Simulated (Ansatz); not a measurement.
# TiO2 monolayer (2H) under biaxial strain in the plane of the sheet

Aim: how do the optical modes of TiO2 monolayer (2H) shift and split under this strain?

Main program and level: Ansatz 0.2.0; DFT PBE, scalar-relativistic, plane waves, PAW; PAW set soft_1.

### Step 1. The starting structure

The cell holds 3 atoms: 1 Ti and 2 O. Its edges and angles: a = 3.020 Å, b = 3.020 Å, c = 28.700 Å, α = 90.0°, β = 90.0°, γ = 120.0°. Vacuum lies along c. The height across the vacuum is the one that the program set for its solve, not the one typed.

### Step 2. A rough relaxation first

A rough relaxation comes first, because large forces or stress need no tight tolerances yet. The program lengthens the typed cell of 20.0 Å along the normal to 28.7 Å, as its cut-off of the electrostatics needs, and moves no atom.

input.yaml reads:

```yaml
crystal:
  lattice:
    - [3.02, 0.0, 0.0]
    - [-1.51, 2.6154, 0.0]
    - [0.0, 0.0, 20.0]
  atoms:
    - { symbol: Ti, position: [0.333333, 0.666667, 0.5] }
    - { symbol: O, position: [0.666667, 0.333333, 0.56125] }
    - { symbol: O, position: [0.666667, 0.333333, 0.43875] }
  periodic: [true, true, false]
kpoints:
  mp_grid: { grid: [9, 9, 1] }
hamiltonian:
  xc: pbe
  pseudopotentials: { kind: paw, azcp: { folder: soft_1 } }
scf:
  occupations: { method: gaussian, width: 0.1 }
output:
  forces: true
  stress: true
  eigenvalues: true
relax:
  adjacent_minimum: "off"
  f_tol: 0.05
  max_steps: 80
  cell: { stress_2d_tol: 0.02 }
```

Launch:

```sh
ansatz run input.yaml --threads 4 --pin off --max-ram 16384MiB --backend cpu --events-out ev --progress --plain --runs-dir out
```

Numbers of over 12 decimals in the logs are rounded to 6 here.

Output:

```text
[...]
F+E_penalty+E_count = -3636.96809687 eV   max|allowed force component| = 3.515e-4 eV/Å   (the final SCF, on the basis selected at the relaxed cell)
  cell:  # Å, volume = 206.3988 Å³
    - [2.881690, 0, 0]
    - [-1.440845, 2.495617, 0]
    - [0, 0, 28.700000]
  atoms:
    - { symbol: Ti, position: [0.333333, 0.666667, 0.348432] }
    - { symbol: O, position: [0.666667, 0.333333, 0.387680] }
    - { symbol: O, position: [0.666667, 0.333333, 0.309184] }
[key lines of the parts left out:]
SCF converged after 7 iterations
Free energy (F): -3636.968097 eV
Fermi energy:    -7.921564 eV
P = ½ c Tr σ = -0.0049 N/m
```

Run time: 22 s. Hardware: 4 threads of Arm Neoverse N1, shared host; peak memory 0.48 GiB; 80 s of CPU time.

Step by step:

| step | energy less that of the first step (eV) | largest force component (eV/Å) | volume (Å³) |
| --- | --- | --- | --- |
| 1 | 0.0000 | 2.6530 | 226.69 |
| 2 | -0.4079 | 0.9233 | 220.64 |
| 3 | -0.5533 | 0.0511 | 204.01 |
| 4 | -0.5565 | 0.0432 | 206.96 |
| 5 | -0.5567 | 0.0093 | 206.65 |
| 6* | -0.5520 | 0.0078 | 206.65 |
| 7 | -0.5521 | 0.0003 | 206.40 |
| 8* | -0.5520 | 0.0004 | 206.40 |

Relaxation steps marked * repeat the geometry before them on a plane-wave basis chosen anew for their cell, so energy and pressure can jump there.

Forces are held to the 12 operations that the run works with; a distortion that breaks them can't arise in this run.

| cell as run | before | after | change |
| --- | --- | --- | --- |
| a (Å) | 3.020 | 2.882 | -4.6 % |
| b (Å) | 3.020 | 2.882 | -4.6 % |

The atoms that moved most (Å, along periodic axes as changes of fractional coordinates times the final cell, across vacuum about the mean position):

| atom | dx | dy | dz | length |
| --- | --- | --- | --- | --- |
| O2 | 0.000 | 0.000 | -0.099 | 0.099 |
| O3 | 0.000 | 0.000 | 0.099 | 0.099 |

The relaxed structure:

```cif
data_structure
_symmetry_space_group_name_H-M 'P 1'
_symmetry_Int_Tables_number 1
_cell_length_a 2.8817
_cell_length_b 2.8817
_cell_length_c 28.7000
_cell_angle_alpha 90.000
_cell_angle_beta 90.000
_cell_angle_gamma 120.000
_cell_volume 206.40
loop_
_atom_site_label
_atom_site_type_symbol
_atom_site_fract_x
_atom_site_fract_y
_atom_site_fract_z
_atom_site_occupancy
Ti1 Ti 0.33333 0.66667 0.34843 1
O2 O 0.66667 0.33333 0.38768 1
O3 O 0.66667 0.33333 0.30918 1
```

Numbers from this step:

```
gap on the k-mesh : 1.240 eV
area per atom     : 2.397 Å²
```

The relaxation ends with a largest force component of 3.5e-4 eV/Å.

### Step 3. Relaxation

Harmonic phonons are second derivatives at a point where the forces vanish, and they are wanted at zero stress, so atoms and cell are relaxed first.

input.yaml reads:

```yaml
crystal:
  lattice:
    - [2.8816904279, 0.0, 0.0]
    - [-1.4408452139, 2.4956171164, 0.0]
    - [0.0, 0.0, 28.7]
  atoms:
    - { symbol: Ti, position: [0.3333333333, 0.6666666667, 0.3484320557] }
    - { symbol: O, position: [0.6666666667, 0.3333333333, 0.3876803542] }
    - { symbol: O, position: [0.6666666667, 0.3333333333, 0.3091837573] }
  periodic: [true, true, false]
kpoints:
  mp_grid: { grid: [12, 12, 1] }
hamiltonian:
  xc: pbe
  pseudopotentials: { kind: paw, azcp: { folder: soft_1 } }
scf:
  occupations: { method: gaussian, width: 0.02 }
output:
  forces: true
  stress: true
  eigenvalues: true
  write_density: true
  write_potential: true
  elf: true
  volumetric_format: npy
relax:
  adjacent_minimum: "off"
  f_tol: 0.005
  max_steps: 80
  cell: { stress_2d_tol: 0.02 }
```

Output:

```text
[...]
Crystal: 3 atoms, lattice volume = 206.399 Å³
Basis set: ecut = 420 eV, 4055 PW (Γ), exchange–correlation on 40×40×384 points (8 copies of the dense FFT grid, shifted against one another)
Bands: 16, of which v1, the nominal top of the filled ones, is band 12 counted from 1 (11 counted from 0)
Symmetry: 12 space group operations
[...]
k-points: 19 of 144 (time reversal used)
[...]
SCF iter   1: F=—  HF=-3641.120724 eV  |F-HF|=—  |Δ(HF+E_count)|=         —  Δρ=9.14e-2  dr2=1.94e1  ethr=3.10e-3  ⟨swp⟩=12.8  Hψ=2593  notcnv=0
[...]
SCF iter  12: F=-3636.968064 eV  HF=-3636.968064 eV  |F-HF|=4.55e-13  |Δ(HF+E_count)|=  2.46e-11  Δρ=7.01e-8  dr2=7.08e-12  ethr=1.81e-12  ⟨swp⟩=8.1  Hψ=1906  notcnv=0
SCF 1 converged in 12 iterations: F = -3636.968064 eV  dr2 = 7.08e-12
[...]
relax step   1: F+E_penalty+E_count = -3636.96806423 eV  Δ(F+E_penalty+E_count) = +0.000e0 eV  max|allowed force component| = 3.216e-4 eV/Å  Δτ_max = 0.0000 Å  P = -0.004 N/m  Ω = 206.399 Å³  fix = [c, alpha, beta]  reactions: c -0.000 N/m  (12 SCF iters, dr2 threshold 1.00e-7 eV, accepted)
[...]
SCF iter   1: F=—  HF=-3636.967972 eV  |F-HF|=—  |Δ(HF+E_count)|=         —  Δρ=1.09e-6  dr2=1.21e-9  ethr=1.06e-7  ⟨swp⟩=6.4  Hψ=4214  notcnv=0
eigensolver tolerance schedule: the retry pair's looser diagonalisation over-reported the residual by 21070.64 of it (diagonalisation noise at 2.59 of the residual, at the tolerance the schedule requests for it); recorded, not acted on — ethr = c·dr2/N_el stays at c = 1.0e-1
[...]
SCF iter   2: F=—  HF=-3636.968064 eV  |F-HF|=—  |Δ(HF+E_count)|=   9.23e-5  Δρ=8.35e-7  dr2=1.16e-9  ethr=5.04e-12  ⟨swp⟩=6.1  Hψ=1165  notcnv=0
[...]
SCF iter   9: F=-3636.968064 eV  HF=-3636.968064 eV  |F-HF|=5.55e-11  |Δ(HF+E_count)|=  4.55e-12  Δρ=2.19e-8  dr2=2.16e-13  ethr=1.00e-12  ⟨swp⟩=9.5  Hψ=1834  notcnv=0
SCF 2 converged in 9 iterations: F = -3636.968064 eV  dr2 = 2.16e-13
relax step   2: F+E_penalty+E_count = -3636.96806423 eV  Δ(F+E_penalty+E_count) = -6.366e-11 eV  max|allowed force component| = 3.220e-4 eV/Å  Δτ_max = 0.0000 Å  P = -0.004 N/m  Ω = 206.399 Å³  fix = [c, alpha, beta]  reactions: c -0.000 N/m  stress off target by 4.38e-3 N/m on what of the cell is left free  SCF on the basis re-selected at this cell (its energy is not comparable with the rows above)  (9 SCF iters)
basis re-selected at this cell: Δ(F+E_penalty+E_count) = -6.366e-11 eV, ΔP = +0.000 N/m vs the last step (what re-selecting the basis moved, of the pressure what is left beyond the Pulay correction that the steps carried, after the strain that the cell walked since its last selection, with what the two solves' SCF thresholds leave and, on support functions, any second-order correction that the steps lacked; it is no  [...]
WARN: The output density's exchange-correlation potential varies sharply where the density is thin. Do not read a vacuum level from v_tot or v_xc, or from such a field of the output density. On a cell that repeats whose density bears no net charge and no dipole along the vacuum's axis use v_es (v_loc + v_h of the components); under efield.dipole_correction with no amplitude use v_es + v_field, which holds any externa [...]
SCF converged after 9 iterations
Free energy (F): -3636.968064 eV
[...]
Internal energy: -3636.968064 eV  (E = F + TS)
E sigma→0 (E₀):  -3636.968064 eV
Fermi energy:    -7.932372 eV
[...]
--- Forces (eV/Å), atoms counted from 1 ---
  atom   1  Ti     0.00000000    -0.00000000     0.00000000
  atom   2  O     -0.00000000    -0.00000000    -0.00032205
  atom   3  O      0.00000000    -0.00000000     0.00032205
  max |Σ_I F_I| component: 4.30e-16 eV/Å
--- 2D stress c σ (N/m, compression-positive) ---
       -0.004383       0.000000       0.000000
        0.000000      -0.004383       0.000000
        0.000000       0.000000       0.000000
  P = ½ c Tr σ = -0.0044 N/m
--- Band table (eV; the first three rows and the last of 19) ---
  k-point 0: bands = [... 8 lower, -11.4381, -10.1025, -10.1025, -8.7726, -5.3920, -4.3234, -4.3234, -4.2871]
  k-point 1: bands = [... 8 lower, -11.3526, -10.2748, -10.2079, -8.6847, -5.6199, -4.3815, -4.3196, -4.2058]
  k-point 2: bands = [... 8 lower, -11.1164, -10.6544, -10.4747, -8.5786, -6.1449, -4.4141, -4.4022, -4.0768]
  k-point 18: bands = [... 8 lower, -11.6516, -11.5367, -10.2508, -8.9475, -7.1753, -5.5685, -3.6402, -3.5666]
--- Relaxed structure (1 steps of the walk, 1 accepted, 1 SCFs on fresh bases) ---
[...]
cell:  # Å, volume = 206.3988 Å³
    - [2.881690, -2.886755808588879e-11, 0.0]
    - [-1.440845, 2.495617, 0.0]
    - [0.0, 0.0, 28.7]
  atoms:
    - { symbol: Ti, position: [0.333333, 0.666667, 0.348432] }
    - { symbol: O, position: [0.666667, 0.333333, 0.387680] }
    - { symbol: O, position: [0.666667, 0.333333, 0.309184] }
```

Run time: 10 s. Hardware: 4 threads; peak memory 0.46 GiB; 38 s of CPU time.

Little changed from the start: no atom moved by 0.005 Å and no cell edge by 0.1 %.

This step gave:

| Quantity | Value |
| --- | --- |
| gap on the k-mesh | 1.218 eV |

ELF in the ac plane at fractional y = 0.333, with atoms of O within 0.2 Å of it. It is the smooth field of the valence electrons, not physical close to the nuclei.

Ten even steps from '_' (0.00) to '@' (0.81), each cell a mean:
```
______________________________
______________________________
______________________________
______________________________
______________________________
______________________________
______________________________
______________________________
______________________________
______________________________
______________________________
______________________________
______________________________
..________..::==++******++==::
++::____::++@@@@@@%%##%%@@@@%%
....::::....::==++++++++++==::
++::____::++%%@@@@%%##%%@@@@%%
..________..--++**######**++--
______________________________
______________________________
______________________________
______________________________
______________________________
______________________________
```
Columns run along a (2.9 Å), rows up along c (28.7 Å). Atoms in or near the plane, at fractional coordinates: O at (0.67, 0.39), O at (0.67, 0.31).

Electrostatic potential energy in the ac plane at fractional y = 0.333, with atoms of O within 0.2 Å of it. With pseudopotentials it is smooth inside the atoms' cores, unlike the true potential.

Ten even steps from '0' (-31 eV) to '9' (0 eV), each cell a mean:
```
999999999999999
999999999999999
999999999999999
999999999999999
999999999999999
999999999999999
999999999999999
999999999999999
999999999999999
999999999999999
999999999999999
999999999999999
999999999999999
999999999999999
888888731000137
421124566555665
777777720000027
999999999999999
999999999999999
999999999999999
999999999999999
999999999999999
999999999999999
999999999999999
```
Columns run along a (2.9 Å; values clipped at the 3rd and 97th percentile), rows up along c (28.7 Å). Atoms in or near the plane, at fractional coordinates: O at (0.67, 0.39), O at (0.67, 0.31).

Valence density in the ac plane at fractional y = 0.333, with atoms of O within 0.2 Å of it. It is the smooth field of the valence electrons, not physical close to the nuclei.

Ten steps, logarithmic in the rise over the least value, from '0' (0.0 e/Å³) to '9' (5.8 e/Å³), each cell a mean:
```
000000000000000
000000000000000
000000000000000
000000000000000
000000000000000
000000000000000
000000000000000
000000000000000
000000000000000
000000000000000
000000000000000
000000000000000
000000000000000
000000112222211
322223568999865
445544445666544
432234578999875
100001123333321
000000000000000
000000000000000
000000000000000
000000000000000
000000000000000
000000000000000
```
Columns run along a (2.9 Å), rows up along c (28.7 Å). Atoms in or near the plane, at fractional coordinates: O at (0.67, 0.39), O at (0.67, 0.31).

### Step 4. Tight relaxation

Phonons need small forces and stress, so the relaxation is finished with tight tolerances on 12×12×1 k points.

input.yaml, the sections that differ from step 3:

```yaml
scf:
  occupations: { method: fixed }
output:
  forces: true
  stress: true
  eigenvalues: true
relax:
  adjacent_minimum: "off"
  f_tol: 0.001
  max_steps: 60
  cell: { stress_2d_tol: 0.002 }
# crystal, kpoints, hamiltonian: as in step 3
```

Output:

```text
[...]
Crystal: 3 atoms, lattice volume = 206.399 Å³
Basis set: ecut = 420 eV, 4055 PW (Γ), exchange–correlation on 40×40×384 points (8 copies of the dense FFT grid, shifted against one another)
Bands: 16, of which v1, the nominal top of the filled ones, is band 12 counted from 1 (11 counted from 0)
Symmetry: 12 space group operations
[...]
--- Relaxed structure (2 steps of the walk, 2 accepted, 1 SCFs on fresh bases) ---
[...]
cell:  # Å, volume = 206.3931 Å³
    - [2.881650, -2.886715672180789e-11, 0]
    - [-1.440825, 2.495582, 0]
    - [0, 0, 28.7]
  atoms:
    - { symbol: Ti, position: [0.333333, 0.666667, 0.348432] }
    - { symbol: O, position: [0.666667, 0.333333, 0.387681] }
    - { symbol: O, position: [0.666667, 0.333333, 0.309183] }
[key lines of the parts left out:]
SCF converged after 10 iterations
Free energy (F): -3636.968067 eV
Fermi energy:    -8.541760 eV
P = ½ c Tr σ = -0.0010 N/m
```

Wall time 13 s (4 threads); peak memory 0.46 GiB; 49 s of CPU time.

Little changed from the start: no atom moved by 0.005 Å and no cell edge by 0.1 %.

The largest force component left is 0.40 meV/Å, within the tolerances set.

### Step 5. Zone-centre response at rest

Phonons follow from the second derivative of the energy, found here by linear response.

The modes at rest are the reference of the series.

input.yaml, the sections that differ from step 4:

```yaml
crystal:
  lattice:
    - [2.8816503617, 0.0, 0.0]
    - [-1.4408251808, 2.495582418, 0.0]
    - [0.0, 0.0, 28.7]
  atoms:
    - { symbol: Ti, position: [0.3333333333, 0.6666666667, 0.3484320557] }
    - { symbol: O, position: [0.6666666667, 0.3333333333, 0.3876806237] }
    - { symbol: O, position: [0.6666666667, 0.3333333333, 0.3091834878] }
  periodic: [true, true, false]
output:
  eigenvalues: true
phonons:
  method: dfpt
# kpoints, hamiltonian, scf: as in step 4
# relax: removed
```

Output:

```text
Warning: crystal.symmetry: narrowed to the stabiliser of the run's FFT grids — unitary ops 12 → 6. A phonons.method: dfpt run fills in the rows of the dynamical matrix that it does not solve by its symmetry operations, which is exact only for operations that map its FFT grids onto themselves: filled in by any other, the frequencies could depend on the order in which like atoms are typed, or, by more than the grids' own error, on where the crystal sits among the grids' points. Excluded: 6 operations. The run can therefore solve more perturbations, solve them on more k-points, or both, and cost more. [rest of the remark cut]
[...]
Crystal: 3 atoms, lattice volume = 206.393 Å³
Basis set: ecut = 420 eV, 4055 PW (Γ), exchange–correlation on 40×40×384 points (8 copies of the dense FFT grid, shifted against one another)
Bands: 16, of which v1, the nominal top of the filled ones, is band 12 counted from 1 (11 counted from 0)
Symmetry: 12 space group operations
k-points: 43 of 144 (irreducible under 2 space group operations, time reversal used)
[...]
SCF iter   1: F=—  HF=-3641.119511 eV  |F-HF|=—  |Δ(HF+E_count)|=         —  Δρ=9.16e-2  dr2=1.94e1  ethr=3.10e-3  ⟨swp⟩=7.3  Hψ=4300  notcnv=0  defer=42
[...]
SCF iter  16: F=-3636.968067 eV  HF=-3636.968067 eV  |F-HF|=1.96e-11  |Δ(HF+E_count)|=   1.11e-9  Δρ=2.22e-7  dr2=9.78e-11  ethr=1.00e-12  ⟨swp⟩=16.7  Hψ=7860  notcnv=0
SCF 1 converged in 16 iterations: F = -3636.968067 eV  dr2 = 9.78e-11
[...]
DFPT response loops at Γ: preconditioner auto → none (the input reference at scf.mixing.eps_inf says where Resta's filter doesn't serve); β = 0.50; Broyden in place of MSR1
SCF converged after 16 iterations
Free energy (F): -3636.968067 eV
[...]
Internal energy: -3636.968067 eV  (E = F + TS)
E sigma→0 (E₀):  -3636.968067 eV
Fermi energy:    -8.541761 eV
[...]
--- Band table (eV; the first three rows and the last of 43) ---
  k-point 0: bands = [... 8 lower, -11.4381, -10.1025, -10.1025, -8.7727, -5.3921, -4.3233, -4.3233, -4.2871]
  k-point 1: bands = [... 8 lower, -11.3526, -10.2748, -10.2079, -8.6849, -5.6199, -4.3814, -4.3196, -4.2058]
  k-point 2: bands = [... 8 lower, -11.1164, -10.6545, -10.4747, -8.5787, -6.1449, -4.4140, -4.4021, -4.0768]
  k-point 42: bands = [... 8 lower, -11.5367, -10.7653, -10.5266, -8.7513, -7.3234, -5.0004, -3.9156, -3.8435]
--- Phonons (Γ-DFPT): 6 representative perturbations + reference, on 43 of 144 k-points (Σ response iterations 32) ---
  ASR residual: 3.220e-4 → 0.000e0 eV/Å²; symmetrization residual: 7.842e-6 eV/Å²
  The last average, over the group as it would stand without the narrowing to the FFT grids, took up to 2.151e-6 eV/Å² of the zone centre's force constants
  ASR residual per site (eV/Å²): 1.27e-4 3.22e-4 2.35e-4
  Γ frequencies (cm⁻¹): -300.62 -300.62 0.00 0.00 0.00 405.10 405.10 603.30 717.84
  non-analytic LO–TO correction: not included (Born effective charges unavailable; polar crystals: no LO–TO splitting at Γ)
```

Run time: 49 s. Hardware: 4 threads; peak memory 0.84 GiB; 3.2 min of CPU time.

Reading the cycles: dr2 is the Hartree energy of the density residual (eV), the measure of convergence; HF is the Harris–Foulkes estimate of the energy, which meets the free energy F at convergence.

This step gave:

```
sum-rule residual before enforcement                    : 3.22e-4 eV/Å²
point group                                             : -6m2
highest optical mode at the zone centre (no LO-TO term) : 717.8 cm⁻¹
lowest optical zone-centre mode                         : -300.6 cm⁻¹
```

Without the LO-TO term. Patterns of degenerate modes are one choice out of their space. Modes at Γ, with each element's share of the kinetic energy (negative means imaginary):

| mode | frequency (cm⁻¹) | symmetry | Ti % | O % |
| --- | --- | --- | --- | --- |
| 1 | -300.6 | E'' | 0 | 100 |
| 2 | -300.6 | E'' | 0 | 100 |
| 3 | 0.0 | acoustic | 60 | 40 |
| 4 | 0.0 | acoustic | 60 | 40 |
| 5 | 0.0 | acoustic | 60 | 40 |
| 6 | 405.1 | E' | 40 | 60 |
| 7 | 405.1 | E' | 40 | 60 |
| 8 | 603.3 | A2'' | 40 | 60 |
| 9 | 717.8 | A1' | 0 | 100 |

Displacements in mode 2 (-300.6 cm⁻¹), the largest set to 1:
```
Ti1  0.00  0.00  0.00
O2   0.18  1.00  0.00
O3  -0.18 -1.00  0.00
```

Displacements in mode 9 (717.8 cm⁻¹), the largest set to 1:
```
Ti1  0.00  0.00  0.00
O2   0.00  0.00  1.00
O3   0.00  0.00 -1.00
```

Before it was imposed, the acoustic sum rule was missed by 3.2e-4 eV/Å². Small misses are needed for a sound result but don't prove that mesh and cutoff are converged. The lowest optical mode is imaginary, 300.6i cm⁻¹, so the energy falls along it.

### Step 6. Relaxation of a member: biaxial strain of +5 % in the plane of the sheet

The cell takes a biaxial strain of +5 % in the plane of the sheet. The cell is held, and the atoms relax in it.

input.yaml reads:

```yaml
crystal:
  lattice:
    - [3.0257328798, 0.0, 0.0]
    - [-1.5128664399, 2.620361539, 0.0]
    - [0.0, 0.0, 28.7]
  atoms:
    - { symbol: Ti, position: [0.3333333333, 0.6666666667, 0.3484320557] }
    - { symbol: O, position: [0.6666666667, 0.3333333333, 0.3872606639] }
    - { symbol: O, position: [0.6666666667, 0.3333333333, 0.3096034476] }
  periodic: [true, true, false]
kpoints:
  mp_grid: { grid: [12, 12, 1] }
hamiltonian:
  xc: pbe
  pseudopotentials: { kind: paw, azcp: { folder: soft_1 } }
scf:
  occupations: { method: gaussian, width: 0.02 }
output:
  forces: true
  stress: true
  eigenvalues: true
relax:
  adjacent_minimum: "off"
  f_tol: 0.001
  max_steps: 60
```

Output:

```text
[...]
--- Relaxed structure (4 steps of the walk, 4 accepted, 0 SCFs on fresh bases) ---
  F+E_penalty+E_count = -3636.71730018 eV   max|allowed force component| = 9.286e-5 eV/Å
  cell:  # Å, volume = 227.5484 Å³
    - [3.025733, 0.0, 0.0]
    - [-1.512866, 2.620362, 0.0]
    - [0.0, 0.0, 28.7]
  atoms:
    - { symbol: Ti, position: [0.333333, 0.666667, 0.348432] }
    - { symbol: O, position: [0.666667, 0.333333, 0.387186] }
    - { symbol: O, position: [0.666667, 0.333333, 0.309679] }
[key lines of the parts left out:]
SCF converged after 2 iterations
Free energy (F): -3636.717300 eV
Fermi energy:    -7.703729 eV
P = ½ c Tr σ = -10.0740 N/m
```

The job ended after 15 s (4 threads; peak memory 0.49 GiB).

No atom moved by 0.005 Å in the relaxation.

Numbers from this step:

- gap on the k-mesh: 0.8733 eV
- area per atom: 2.643 Å²

The largest force component left is 0.093 meV/Å.

(Part 1 of 2 ends here.)

[Logs are printed without paths, hosts, clocks, repeated set-up lines and the standing remarks that a program may print on its own settings, such as how far it seeks lower states.]

[Hosts, paths, dates, database ids (printed as entryN), source tags and the programs' standing remarks are cut or masked in the printed files.]
